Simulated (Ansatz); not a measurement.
# CdS (Greenockite): core levels, part 2 of 2

Where do the core levels of CdS (Greenockite) lie? The cell is a COD entry. Planned: a relaxation, then the dielectric response, then core holes.

Ansatz 0.2.0; DFT, PBE, plane-wave PAW, default files, scalar-relativistic. Earlier steps stand in the parts before.

### Step 3. Dielectric tensor and Born charges

The input, input.yaml:

```yaml
crystal:
  lattice:
    - [4.15, 0.0, 0.0]
    - [-2.075, 3.5940054257, 0.0]
    - [0.0, 0.0, 6.737]
  atoms:
    - { symbol: Cd, position: [0.3333333333, 0.6666666667, -0.0010291479] }
    - { symbol: Cd, position: [0.6666666667, 0.3333333333, 0.4989708521] }
    - { symbol: S, position: [0.3333333333, 0.6666666667, 0.3760291479] }
    - { symbol: S, position: [0.6666666667, 0.3333333333, 0.8760291479] }
kpoints:
  mp_grid: { grid: [8, 8, 4] }
scf:
  occupations: { method: fixed }
hamiltonian:
  xc: pbe
  pseudopotentials: { kind: paw }
output:
  forces: true
dielectric:
  field_mesh: kpoints
```

Launch:

```bash
$ ansatz run input.yaml --threads 1 --pin off --max-ram 3072MiB --backend cpu --events-out ev --progress --plain --runs-dir out
```

Log (excerpt; [...] marks lines left out):

```text
Warning: RAYON_NUM_THREADS=1 ignored (pool sized by the plan → 1); use --threads N
[...]
Pseudopotentials: kind: paw
Pseudopotential: Cd, paw, valence charge 20, recommended cutoff 420 eV (normal), Cd.paw.azcp
Pseudopotential: S, paw, valence charge 6, recommended cutoff 420 eV (normal), S.paw.azcp
Functional definition: PBE
[...]
Crystal: 4 atoms, lattice volume = 100.483 Å³
Basis set: ecut = 420 eV, 1973 PW (Γ), exchange–correlation on 60×60×96 points (8 copies of the dense FFT grid, shifted against one another)
Bands: 32, of which v1, the nominal top of the filled ones, is band 26 counted from 1 (25 counted from 0)
Symmetry: 12 space group operations
k-points: 78 of 256 (irreducible under 2 space group operations, time reversal used)
[...]
SCF iter   1: F=—  HF=-18315.637617 eV  |F-HF|=—  |Δ(HF+E_count)|=         —  Δρ=6.09e-4  dr2=4.69e-4  ethr=1.77e-3  ⟨swp⟩=5.0  Hψ=8450  notcnv=0  defer=311
[...]
WARN: field response: the 8×8×4 k-mesh looks too coarse for the field response at k = (0.0000, 0.0000, 0.0000), direct gap 1.200 eV: take ε∞, Z* and everything formed from them as unconverged in the mesh. The response there varies over an interband length of 2.89 Å as this mesh's [...]
  k mesh reduced under 2 symmetry operations, with k and −k counted as one. Each operation leaves every solved perturbation unchanged. A smaller set is not considered because the run solves the response to a homogeneous field
  ε∞ (high-frequency dielectric tensor):
        5.946647     0.000000     0.000000
        0.000000     5.946647     0.000000
        0.000000     0.000000     5.996827
  Born effective charges Z* (e; rows j = field, columns β = displacement):
    site 0:
         2.13641    0.00000    0.00000
         0.00000    2.13641    0.00000
         0.00000    0.00000    2.21993
    site 1:
         2.13641    0.00000    0.00000
        -0.00000    2.13641   -0.00000
         0.00000   -0.00000    2.21993
    site 2:
        -2.13641    0.00000   -0.00000
        -0.00000   -2.13641   -0.00000
        -0.00000    0.00000   -2.21993
    site 3:
        -2.13641    0.00000   -0.00000
         0.00000   -2.13641    0.00000
        -0.00000   -0.00000   -2.21993
  Z* charge neutrality: 3.523e-5 e pre-enforcement
  k-mesh period / interband length: 26.9 Å / 2.89 Å = 9.31 at k = (0.0000, 0.0000, 0.0000), direct gap 1.200 eV — UNDER 14: by this measure the k-mesh is too coarse for the response
```

Run time: 2.9 min. Hardware: 1 thread of Arm Neoverse V1, shared host; peak memory 1 GiB.

Principal values of ε∞: 5.95, 5.95, 6.00; mean 5.96. The log warns that the k mesh is too coarse for these values.

```
element  atoms  principal values of Z* (e)   mean
     Cd   1, 2         +2.14, +2.14, +2.22  +2.17
      S   3, 4         -2.22, -2.14, -2.14  -2.17
```

### Step 4. Core holes

The input, input.yaml:

```yaml
crystal:
  lattice:
    - [6.225, 3.5940054257, 0.0]
    - [-6.225, 3.5940054257, 0.0]
    - [0.0, 0.0, 6.737]
  atoms:
    - { symbol: Cd, position: [0.3333333333, 0.3333333333, 0.9989708521] }
    - { symbol: Cd, position: [0.6666666667, 0.0, 0.9989708521] }
    - { symbol: Cd, position: [0.0, 0.6666666667, 0.9989708521] }
    - { symbol: Cd, position: [0.3333333333, 0.0, 0.4989708521] }
    - { symbol: Cd, position: [0.6666666667, 0.6666666667, 0.4989708521] }
    - { symbol: Cd, position: [0.0, 0.3333333333, 0.4989708521] }
    - { symbol: S, position: [0.3333333333, 0.3333333333, 0.3760291479] }
    - { symbol: S, position: [0.6666666667, 0.0, 0.3760291479] }
    - { symbol: S, position: [0.0, 0.6666666667, 0.3760291479] }
    - { symbol: S, position: [0.3333333333, 0.0, 0.8760291479] }
    - { symbol: S, position: [0.6666666667, 0.6666666667, 0.8760291479] }
    - { symbol: S, position: [0.0, 0.3333333333, 0.8760291479] }
kpoints:
  mp_grid: { grid: [3, 3, 3] }
scf:
  occupations: { method: fixed }
hamiltonian:
  xc: pbe
  pseudopotentials: { kind: paw }
output:
  forces: true
  efg: { quadrupole_moments_barn: { S: -0.0694 }, contact_densities: true }
  core_levels:
    shells: { Cd: "3d", S: "2p" }
    counted_from: valence_top
    eps_inf: [5.947, 5.947, 5.997]
```

Launch:

```bash
$ ansatz run input.yaml --threads 1 --pin off --max-ram 3072MiB --backend cpu --events-out ev --progress --plain --runs-dir out
```

Log (excerpt; [...] marks lines left out):

```text
Warning: RAYON_NUM_THREADS=1 ignored (pool sized by the plan → 1); use --threads N
Cd: output.efg is read without spin–orbit coupling, which moves field gradients at and beside such atoms by some per cent and up to a factor of two; PAW files take it under magnetization.noncollinear and magnetization.spin_orbit
[...]
[... 4 set-up lines as earlier in the session ...]
[...]
Crystal: 12 atoms, lattice volume = 301.450 Å³
Basis set: ecut = 420 eV, 5915 PW (Γ), exchange–correlation on 100×100×96 points (8 copies of the dense FFT grid, shifted against one another)
Bands: 94, of which v1, the nominal top of the filled ones, is band 78 counted from 1 (77 counted from 0)
Symmetry: 36 space group operations
[...]
  Cd 0             6     3d         403.612     +0.000       396.275    +0.515    10
  S 6              6     2p         160.706     +0.000       153.470    +0.515    10
  the dataset of Cd with a 3d hole: scattering error 0.004 eV; free atom: scalar-relativistic, large and small components
  the two lines of Cd's 3d: 3d3/2 +4.046 eV and 3d5/2 -2.697 eV off its levels, 2 : 3 in strength
  the dataset of S with a 2p hole: scattering error 0.001 eV (0.001 eV in the local channel); free atom: scalar-relativistic, large and small components
  the two lines of S's 2p: 2p1/2 +0.804 eV and 2p3/2 -0.402 eV off its levels, 1 : 2 in strength
  Cd 0 3d: small_cell
  S 6 2p: small_cell
  the highest filled level without a hole stands at 6.7310 eV, at the point (0.0000, 0.0000, 0.0000)
  Cd 0 3d: the alignment adds +0.0914 eV (standard deviation 0.0673 over 7 far atoms)
  S 6 2p: the alignment adds -0.0100 eV (standard deviation 0.1209 over 7 far atoms)
  a level is its difference with the images' term at an eps_inf of [5.947, 5.947, 5.997], the alignment and the highest filled level
```

Run time: 2.1 min. Hardware: 1 thread of Arm Neoverse V1, shared host; peak memory 0.79 GiB.

The levels, counted from the valence-band top:

| atom | shell | alike | binding, weighted centre (eV) | shift (eV) | image term (eV) | lines (eV) |
| --- | --- | --- | --- | --- | --- | --- |
| Cd 1 | 3d | 6 | 403.61 | +0.00 | 0.52 | 3d3/2 407.66, 3d5/2 400.91 |
| S 7 | 2p | 6 | 160.71 | +0.00 | 0.52 | 2p1/2 161.51, 2p3/2 160.30 |

Atoms are counted from 1 here and from 0 in the log's table.

Simulated Cd 3d line (Gaussians 0.9 eV wide):

binding energy (eV), intensity and a bar:
```
   398.41          0 
   399.04          0 
   399.63          0 
   400.26         23 #######
   400.89        100 ##############################
   401.52         29 #########
   402.11          1 
   402.74          0 
   403.36          0 
   403.99          0 
   404.58          0 
   405.21          0 
   405.84          0 
   406.47          1 
   407.06         19 ######
   407.68         67 ####################
   408.31         15 #####
   408.94          0 
   409.53          0 
   410.16          0
```

### Step 5. Summary of results

This closing draws on all 2 parts.

| quantity | value |
| --- | --- |
| ε∞, principal values | 5.95, 5.95, 6.00 |
| Cd 3d binding energy (weighted centre of the two lines) | 403.61 eV; offsets 3d3/2 +4.05 eV, 3d5/2 -2.70 eV |
| S 2p binding energy (weighted centre of the two lines) | 160.71 eV; offsets 2p1/2 +0.80 eV, 2p3/2 -0.40 eV |
| state (step 2) | gap on the mesh 1.20 eV, largest force 0.001 eV/Å, pressure 2.1 GPa |
| V_zz by site, step 2 (10²¹ V/m²) | Cd 0.29, S -0.071 |
| largest C_Q in size, step 2 | 0.119 MHz, ³³S at S |

What this shows: The electronic dielectric constant averages 6.0; the program warns that the mesh is coarse for this response. The levels are counted from the valence top. Absolute values at this level can be off by an eV or more, and the 3d and 4f lines of heavy atoms by several eV. Multiplets and satellites aren't calculated. A hole's nearest image is 6.7 Å away in this 12-atom cell. The program doubts some values: the cell is too small to check the potential alignment (Cd, S). Site Cd (4 S at 2.54 Å) carries the largest gradient. A measured gap of CdS is 2.5809 eV (quoted in “Isotope dependence of band-gap energy”, 2008, arxiv:0807.2152); the calculated 1.20 eV misses it by -53.5 %. So large a miss can be the level of theory's own, or it may mean another phase, state or a wrong row. 2 values of this kind are on record in papers (2.44 to 2.5809 eV); this one was drawn at random among those near their median, those with a stated uncertainty first. The value is read on the mesh alone. It is a Kohn-Sham gap, which semilocal functionals mostly give too small. A measured ε∞ of CdS is 5.23 (300 K; a printed reference work, monograph); the calculated 5.96 misses it by +14.0 %. 2 values of this kind are on record (5.23 to 5.29); this one was drawn at random. The program warns that gradients near heavy atoms lack spin–orbit coupling.
